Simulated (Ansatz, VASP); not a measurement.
## TiTe2: VASP beside Ansatz

Contents of INCAR:

```
  PREC = Accurate
  ENCUT = 520
  EDIFF = 1E-6
  ISMEAR = -1
  SIGMA = 0.05
  LREAL = False
  LASPH = True
  NELM = 100
  ALGO = Normal
  ISIF = 2
  LWAVE = False
  LCHARG = False
  GGA = PE
  NBANDS = 19
```

The input KPOINTS:

```
regular mesh
0
Gamma
  8 8 4
```

Contents of POSCAR:

```
TiTe2
1.0
    3.8267030682      0.0000000000      0.0000000000
   -1.9133515341      3.3140220698      0.0000000000
    0.0000000000      0.0000000000      6.5835098060
Te Ti
2 1
Direct
    0.3333333333      0.6666666667      0.7372000000
    0.6666666667      0.3333333333      0.2628000000
    0.0000000000      0.0000000000      0.0000000000
```

The input input.yaml:

```yaml
crystal:
  lattice:
    - [3.8267030682, 0.0, 0.0]
    - [-1.9133515341, 3.3140220698, 0.0]
    - [0.0, 0.0, 6.583509806]
  atoms:
    - { symbol: Te, position: [0.3333333333, 0.6666666667, 0.7372] }
    - { symbol: Te, position: [0.6666666667, 0.3333333333, 0.2628] }
    - { symbol: Ti, position: [0.0, 0.0, 0.0] }
kpoints:
  mp_grid: { grid: [8, 8, 4] }
scf:
  occupations: { method: fermi_dirac, width: 0.05 }
hamiltonian:
  xc: pbe
  pseudopotentials: { kind: all_electron, lapw: { basis_error: 0.001 } }
output:
  forces: true
  stress: true
  eigenvalues: true
```

Change from the starting cell: volume scaled by 1.04.

Alike in both runs: task single point; functional PBE; k mesh 8 × 8 × 4; occupations fermi-dirac, width 0.05 eV; no spin polarisation.

|  | VASP | Ansatz |
| --- | --- | --- |
| version | VASP 6.6.1 | Ansatz 0.2.0 |
| potentials or method | VASP PAW PBE potentials, release 64 (Te, Ti_sv) | all-electron LAPW, scalar-relativistic |
| plane-wave cutoff (eV) | 520 | see its input |

|  | VASP | Ansatz | Ansatz less VASP |
| --- | --- | --- | --- |
| gap on the k mesh at the Fermi level (eV) | none | none | - |
| pressure (GPa) | -1.5 | -1.5 | +0.01 |
| largest component of the traceless stress (GPa) | 0.20 | 0.19 | -0.010 |
| rms of the force components (eV/Å) | 0.140 | 0.145 | +0.0054 |

Atom by atom the forces differ by 0.005 eV/Å (rms over components). A gap of «none» marks a metal or a gap that the smearing closes. Ansatz ran all-electron here, so the differences hold the error of VASP's frozen core and of both bases.

Caveats: this functional lacks dispersion, which binds the layers, so the pressure and a relaxed spacing across them are unreliable. The runs have no spin-orbit coupling, so splittings on Te are missing.
